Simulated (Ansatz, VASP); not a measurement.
Au in VASP and in Ansatz

```
CELL_PARAMETERS angstrom
2.74841 0.00000 0.00000
0.00000 2.74841 0.00000
0.00000 0.00000 2.74841
ATOMIC_POSITIONS crystal
Au 0.50000 0.50000 0.50000
```

The cell was built by a generator and needn't be a form met in nature.

Alike in both runs: functional PBE; k mesh 7 × 7 × 7; occupations fermi-dirac, width 0.05 eV; non-collinear spin, spin-orbit coupling.

```csv
,VASP,Ansatz
version,VASP 6.6.1,Ansatz 0.2.0
potentials or method,"VASP PAW PBE potentials, release 64 (Au)",Ansatz PAW
plane-wave cutoff (eV),520,420
valence electrons in the cell,11,19
task,single point,band structure
```

```tsv
	VASP	Ansatz	Ansatz less VASP
gap on the k mesh at the Fermi level (eV)	none	none	-
pressure (GPa)	-1.5	-1.6	-0.09
net moment per atom (μB)	0.00	0.00	0.000
```

A gap of «none» marks a metal or a gap that the smearing closes. The functional is the same, so the differences come from potentials, cutoffs and numerics. The two sets of potentials don't hold the same shells in valence.
